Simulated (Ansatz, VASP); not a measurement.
# Cross-check of HfSi between VASP and Ansatz

One calculation is typed for both programs; each brings its own data sets. How far apart do they land? The cell is generated by rule, not measured, and may not be a known phase. The cell is taken from a series of runs on this material, whose earlier steps may have relaxed, scaled, displaced or heated it; both programs get it as it stands.

Program: Ansatz 0.2.0. Level of theory: plane waves, with VASP 6.6.1 beside it; zone-centre phonons at PBE. Results are calculated unless marked as measured.

The structure was built from a prototype and need not be the compound's stable phase.

## Step 1: Starting point

It takes space group P6_3/mmc (No. 194, hexagonal). Conventional cell: a = 3.739 Å, b = 3.739 Å, c = 6.649 Å, α = 90.00°, β = 90.00°, γ = 120.00°. Nearest to Hf lie 6 Si at 2.72 Å. Nearest to Si lie 6 Hf at 2.72 Å. Farther neighbours are not listed.

Structure file:

```cif
data_structure
_symmetry_space_group_name_H-M 'P6_3/mmc'
_symmetry_Int_Tables_number 194
_cell_length_a 3.7389
_cell_length_b 3.7389
_cell_length_c 6.6494
_cell_angle_alpha 90.000
_cell_angle_beta 90.000
_cell_angle_gamma 120.000
_cell_volume 80.50
loop_
_atom_site_label
_atom_site_type_symbol
_atom_site_symmetry_multiplicity
_atom_site_Wyckoff_symbol
_atom_site_fract_x
_atom_site_fract_y
_atom_site_fract_z
_atom_site_occupancy
Hf1 Hf 2 a 0.00000 0.00000 0.00000 1
Si1 Si 2 c 0.33333 0.66667 0.25000 1
```

## Step 2: Ansatz: zone-centre phonons, PBE

Ansatz runs on its default PAW (the set named soft_2) files.

Second derivatives magnify differences that forces hide, and they need a tight electronic threshold.

File input.yaml:

```yaml
crystal:
  lattice:
    - [3.7389488767, 2.958e-06, 0.0]
    - [-1.869477, 3.2380232317, 0.0]
    - [0.0, 0.0, 6.6494241511]
  atoms:
    - { symbol: Hf, position: [0.0, 0.0, 0.0] }
    - { symbol: Hf, position: [0.0, 0.0, 0.5] }
    - { symbol: Si, position: [0.3333333333, 0.6666666667, 0.25] }
    - { symbol: Si, position: [0.6666666667, 0.3333333333, 0.75] }
kpoints:
  mp_grid: { grid: [12, 12, 6] }
hamiltonian:
  xc: pbe
scf:
  occupations: { method: methfessel_paxton, width: 0.15 }
output:
  eigenvalues: true
phonons:
  method: dfpt
```

On the command line:

```bash
> ansatz run input.yaml --threads 4 --pin off --max-ram 7168MiB --backend cpu --events-out ev --progress --plain --runs-dir out
```

Numbers of over 12 decimals in the logs are rounded to 6 here.

The log of the run:

```text
Engine: ansatz 0.2.0, aarch64-unknown-linux-gnu
Pseudopotentials: kind: paw
Pseudopotential: Hf, paw, valence charge 26, recommended cutoff 420 eV (normal), Hf.paw.azcp
Pseudopotential: Si, paw, valence charge 4, recommended cutoff 420 eV (normal), Si.paw.azcp
Functional definition: PBE
  parameter kappa = 0.804
  parameter beta = 0.066725
  exchange = pbe_x(kappa = kappa, mu = beta*pi^2/3)
  correlation = pbe_c(beta = beta)
Crystal: 4 atoms, lattice volume = 80.503 Å³
Basis set: ecut = 420 eV, 1583 PW (Γ), exchange–correlation on 50×50×96 points (8 copies of the dense FFT grid, shifted against one another)
Bands: 36, of which v1, the nominal top of the filled ones, is band 30 counted from 1 (29 counted from 0)
Symmetry: 24 space group operations
k-points: 242 of 864 (irreducible under 2 space group operations, time reversal used)
Non-local potential: Hf, projectors of the file, l = 0: 3, l = 1: 2, l = 2: 2, l = 3: 3
Non-local potential: Si, projectors of the file, l = 0: 2, l = 1: 2, l = 2: 2
PAW form: soft (Blöchl's): semilocal exchange-correlation on the pseudo side does not see the compensation charge
PAW one-centre angular grid: Hf, 590 points (default); XC on 64 Gauss nodes
PAW one-centre angular grid: Si, 110 points (default); XC on 64 Gauss nodes
Initial density: superposition of atomic densities (neutral atoms: chi_scale 0, normalization atom), corrected by the library's trained network
Initial wavefunctions: pseudopotential atomic-orbital guess
Functional: x = pbe(κ = 0.804, μ = 0.219515), c = pbe(β = 0.066725)
SCF iter   1: F=—  HF=-32716.104755 eV  |F-HF|=—  |Δ(HF+E_count)|=         —  Δρ=3.26e-3  dr2=1.08e-2  ethr=1.77e-3  ⟨swp⟩=5.2  Hψ=31006  notcnv=0
preconditioner: auto → Kerker (q_TF=auto, 2.598 Å⁻¹)  [metal: Δε(μ)=0.034 eV  Ē_g=15.846 eV  σ=0.150 eV  W_gap=0.19  n_scr=22 (ndim 8)  ℏωp=31.0 eV  f_vac=0.000  D(μ)=1.02/eV (n_scr^D=2)]
SCF iter   2: F=—  HF=-32716.104079 eV  |F-HF|=—  |Δ(HF+E_count)|=   6.77e-4  S|Δr|=    0.00e0  Δρ=2.13e-3  dr2=4.96e-3  ethr=1.79e-5  ⟨swp⟩=2.0  Hψ=11592  notcnv=0
SCF iter   3: F=—  HF=-32716.103034 eV  |F-HF|=—  |Δ(HF+E_count)|=   1.04e-3  S|Δr|=    0.00e0  Δρ=3.16e-4  dr2=1.03e-4  ethr=8.27e-6  ⟨swp⟩=2.0  Hψ=10428  notcnv=0
SCF iter   4: F=—  HF=-32716.103038 eV  |F-HF|=—  |Δ(HF+E_count)|=   3.03e-6  S|Δr|=    0.00e0  Δρ=1.58e-4  dr2=2.12e-5  ethr=1.72e-7  ⟨swp⟩=2.0  Hψ=14452  notcnv=0
SCF iter   5: F=—  HF=-32716.103031 eV  |F-HF|=—  |Δ(HF+E_count)|=   7.02e-6  S|Δr|=    0.00e0  Δρ=7.36e-5  dr2=3.69e-6  ethr=3.54e-8  ⟨swp⟩=2.0  Hψ=15785  notcnv=0
SCF iter   6: F=—  HF=-32716.103030 eV  |F-HF|=—  |Δ(HF+E_count)|=   2.80e-7  S|Δr|=    0.00e0  Δρ=2.41e-5  dr2=3.72e-7  ethr=6.15e-9  ⟨swp⟩=2.0  Hψ=13751  notcnv=0
SCF iter   7: F=—  HF=-32716.103030 eV  |F-HF|=—  |Δ(HF+E_count)|=   1.71e-7  S|Δr|=    0.00e0  Δρ=5.76e-6  dr2=2.03e-8  ethr=6.20e-10  ⟨swp⟩=2.0  Hψ=15776  notcnv=0
SCF iter   8: F=—  HF=-32716.103030 eV  |F-HF|=—  |Δ(HF+E_count)|=   8.59e-9  S|Δr|=    0.00e0  Δρ=1.21e-6  dr2=8.01e-10  ethr=3.38e-11  ⟨swp⟩=2.0  Hψ=13858  notcnv=0
SCF iter   9: F=—  HF=-32716.103030 eV  |F-HF|=—  |Δ(HF+E_count)|=  3.64e-11  S|Δr|=    0.00e0  Δρ=2.34e-7  dr2=3.46e-11  ethr=1.33e-12  ⟨swp⟩=2.0  Hψ=15786  notcnv=0
SCF iter  10: F=-32716.103030 eV  HF=-32716.103030 eV  |F-HF|=3.64e-12  |Δ(HF+E_count)|=  7.28e-12  S|Δr|=    0.00e0  Δρ=4.00e-8  dr2=1.00e-12  ethr=1.00e-12  ⟨swp⟩=7.8  Hψ=42007  notcnv=0
SCF 1 converged in 10 iterations: F = -32716.103030 eV  dr2 = 1.00e-12
  greatest PAW one-centre occupation: 0.998 electrons in one spin orbital (limit 2), on the Hf atom at site 1 (counted from 0), in its partial waves of l = 0
DFPT response loops at Γ: preconditioner auto → Kerker (q_TF=auto, 2.598 Å⁻¹) (partly filled bands, converged f_vac=0.000); β = 1.00, the filter's whole step (`scf.mixing.beta` (0.50) is not read by the response loops under this deck's `scf.mixing.preconditioner`; to damp them name `kerker` or `kerker_dos`, under which they read `scf.mixing.beta`, and type it under 1.00, their step now; both keys bind the ground state too); Broyden in place of MSR1
SCF converged after 10 iterations
Stability not checked: this state was not tested for a lower state beside it, because cold or Methfessel-Paxton smearing, or corrected tetrahedra, fill the levels in a way that the test cannot read (fill_not_monotonic; see scf.lower_state_search)
Free energy (F): -32716.103030 eV
Harris-Foulkes:  -32716.103030 eV  (|F-HF|=3.64e-12)
Internal energy: -32716.105809 eV  (E = F + TS)
E sigma→0 (E₀):  -32716.103725 eV
Entropy (-TS):   0.002778 eV (0.695 meV/atom)
Fermi energy:    14.107818 eV
Step filling:    the computed levels leave a gap of 0.0045 eV = 0.0 smearing widths at the electron count; against every level under it full and every level over it empty, smearing changes F+E_penalty+E_count by +0.181 meV and its σ→0 estimate by -0.514 meV
--- Per-component energies (eV) ---
  E_band       = -160.036072
  E_kinetic    = 924.526873
  E_local      = -12523.567075  (includes V_loc(G=0)·N_el)
  E_nonlocal   = -2436.245517
  E_hartree    = 5828.199807
  E_xc         = -709.907896
  E_vxc        = -625.202560  (∫ρ·V_xc dr)
  E_paw        = -14879.307767  (= ΣΔE_a)
  E_vpaw       = 2844.052644  (= ΣTr[D̂ρ^β])
  E_aug_tail   = 0.000010  (compensation charges beyond the density's cutoff)
  E_ewald      = -8919.804244
  E_smearing   = 0.002778  (= −TS)
  E_closure    = 0.000000  (closes the sum)
  Σ components = -32716.103030   (vs F -32716.103030, Δ=0.00e0)
--- Band table (eV; the first three rows and the last of 242) ---
  k-point 0: bands = [... 26 lower, 12.5923, 12.8967, 14.8161, 14.8161, 14.8987, 14.8987, 15.8459, 16.8141, ... 2 higher]
  k-point 1: bands = [... 26 lower, 12.6840, 12.7789, 14.5108, 14.5108, 14.9965, 14.9965, 15.7398, 16.7666, ... 2 higher]
  k-point 2: bands = [... 26 lower, 12.9533, 12.9533, 13.9333, 13.9333, 15.2846, 15.2846, 15.7917, 16.3023, ... 2 higher]
  k-point 241: bands = [... 26 lower, 11.9248, 11.9248, 12.4972, 12.4972, 14.6886, 14.6886, 16.8215, 16.8215, ... 2 higher]
--- Phonons (Γ-DFPT): 4 representative perturbations + reference, on 242 of 864 k-points (Σ response iterations 16) ---
  k mesh reduced under 2 symmetry operations, with k and −k counted as one. Each operation leaves every solved perturbation unchanged. A smaller set is not used because it would not reduce the number of displacements times k-points to solve
  ASR residual: 4.187e-5 → 0.000e0 eV/Å²; symmetrization residual: 1.052e-4 eV/Å²
  ASR residual per site (eV/Å²): 4.19e-5 4.19e-5 1.45e-5 1.45e-5
  Γ frequencies (cm⁻¹): 0.00 0.00 0.00 106.76 106.76 150.60 257.75 257.75 263.32 263.32 340.37 352.18
  non-analytic LO–TO correction: not included (Born effective charges unavailable; polar crystals: no LO–TO splitting at Γ)
```

The column dr2 measures how far the density is from self-consistency, as an energy; F and HF (Harris–Foulkes) agree once it is small.

(Part 1 of 2 ends here.)

[Lines on the potential files, build, host, timing and source positions are cut from VASP's logs without a mark.]

[Logs are printed without paths, hosts, clocks, repeated set-up lines and the standing remarks that a program may print on its own settings, such as how far it seeks lower states.]

[Hosts, paths, dates, database ids (printed as entryN), source tags and the programs' standing remarks are cut or masked in the printed files.]
